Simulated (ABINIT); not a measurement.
Ca:

```
Ca
1.0
     3.46297   -3.66949    0.00000
     3.46297    3.66949    0.00000
     0.00000    0.00000    7.00912
Ca
4
Direct
  0.66179 0.33821 0.30349
  0.33821 0.66179 0.69651
  0.83821 0.16179 0.80349
  0.16179 0.83821 0.19651
```

This isn't the form of Ca at room conditions, which is fcc.

| Property | Result |
| --- | --- |
| Program | ABINIT 10.8.3 (patched build) |
| Task | single point |
| Functional | PBE |
| Potentials or basis | JTH PAW PBE v2.0 |
| Cutoff | 517 eV |
| k mesh | 5 × 5 × 4 |
| Occupations | fermi-dirac, width 0.05 eV |
| Spin | no spin polarisation |

On this cell: pressure -0.3 GPa; largest force 0.035 eV/Å; band gap on the k mesh none (metal or under the smearing width).

The same run follows on a disturbed copy (atoms moved at random, drawn with an rms of 0.05 Å):

```
CELL_PARAMETERS angstrom
3.46297 -3.66949 0.00000
3.46297 3.66949 0.00000
0.00000 0.00000 7.00912
ATOMIC_POSITIONS crystal
Ca 0.66792 0.33727 0.30163
Ca 0.33432 0.65443 0.69168
Ca 0.82609 0.15782 0.80433
Ca 0.16004 0.84447 0.19873
```

**Question.** What changes?

**Answer.** The energy (extrapolated to zero smearing) moves by +1.1 meV/atom; pressure -0.3 GPa; largest force 0.143 eV/Å; band gap on the k mesh none (metal or under the smearing width).

Forces in eV/Å, atoms in the order of the input:
```
Ca   0.014  0.062  0.057
Ca  -0.054  0.096  0.028
Ca   0.020 -0.052  0.009
Ca   0.020 -0.105 -0.095
```

Stress tensor (GPa, compression positive):
```
-0.17 -0.02  0.02
-0.02 -0.63 -0.02
 0.02 -0.02 -0.16
```

Caveats: the highest band is partly filled, so the run has too few bands.
